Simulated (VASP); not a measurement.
The system is Sb.

```
Sb
1.0
     2.15420    1.24373    3.75800
    -2.15420    1.24373    3.75800
     0.00000   -2.48746    3.75800
Sb
2
Direct
  0.23349 0.23349 0.23349
  0.76651 0.76651 0.76651
```

- Program: VASP 6.6.1
- Task: relaxation of cell and atoms
- Functional: LDA
- Potentials or basis: VASP PAW LDA potentials, release 64 (Sb)
- Cutoff: 600 eV
- k mesh: 10 × 10 × 10
- Occupations: methfessel-paxton, width 0.1 eV
- Spin: no spin polarisation

At the start: pressure -0.9 GPa; volume 30.21 Å³/atom.

**Question.** How do energy, volume and symmetry change on relaxing?

**Answer.** Over 10 steps the energy falls by 5.3 meV/atom and the volume is 29.29 Å³/atom (-3.0 %); space group R-3m (No. 166, to 0.05 Å).

Step by step:
| step | energy change (eV) | largest force (eV/Å) | pressure (GPa) | volume (Å³) |
| --- | --- | --- | --- | --- |
| 1 | 0.0000 | 0.1054 | -0.91 | 60.41 |
| 2 | -0.0046 | 0.1897 | 0.42 | 58.93 |
| 3 | -0.0047 | 0.1818 | 0.29 | 59.06 |
| 4 | -0.0085 | 0.1011 | 0.21 | 58.81 |
| 5 | -0.0105 | 0.0049 | 0.13 | 58.48 |
| 6 | -0.0105 | 0.0027 | 0.12 | 58.45 |
| 7 | -0.0105 | 0.0115 | -0.14 | 58.71 |
| 8 | -0.0105 | 0.0073 | -0.02 | 58.59 |
| 9 | -0.0105 | 0.0072 | -0.02 | 58.59 |
| 10 | -0.0105 | 0.0009 | 0.00 | 58.58 |

Final structure:
```xyz
2
Lattice="2.1504 1.2415 3.6570 -2.1504 1.2415 3.6570 0.0000 -2.4831 3.6570" Properties=species:S:1:pos:R:3 pbc="T T T"
Sb    0.0000    0.0000    2.5917
Sb    0.0000    0.0000    8.3793
```
